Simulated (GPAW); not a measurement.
## FeO (Wuestite): equation of state with AM05

Crystal: FeO (Wuestite).

```
Fe O
1.0
     3.04820    0.00000    0.00000
     1.52410    2.63982    0.00000
     1.52410    0.87994    2.48884
Fe O
1 1
Cartesian
  0.0000 0.0000 0.0000
  3.0482 1.7599 1.2444
```

| Quantity | Value |
| --- | --- |
| Program | GPAW 26.7.0 |
| Task | equation of state |
| Functional | AM05 |
| Potentials or basis | PAW data sets generated in the run's folder for this functional |
| Cutoff | 800 eV |
| Basis | pw |
| k mesh | 9 × 9 × 9 |
| Occupations | fermi-dirac, width 0.05 eV |
| Spin | collinear spin, ferromagnetic start |
| Starting moments | [3.0, 0.0] μB |
| Maxiter | 150 |
| Eos scales | [0.94, 0.96, 0.98, 1.0, 1.02, 1.04, 1.06] |

* Equilibrium volume: 9.69 Å³/atom
* Bulk modulus: 208 GPa
* Pressure derivative of the bulk modulus: 4.7

Energy against volume, from the lowest point:
| volume (Å³/atom) | energy (meV/atom) |
| --- | --- |
| 9.413 | 5.15 |
| 9.613 | 0.00 |
| 9.813 | 0.52 |
| 10.013 | 5.95 |
| 10.214 | 15.95 |
| 10.414 | 29.81 |
| 10.614 | 47.24 |

It took 3.5 min on 1 thread of Arm Neoverse V1, with other jobs on the host, peak memory 0.25 GiB.
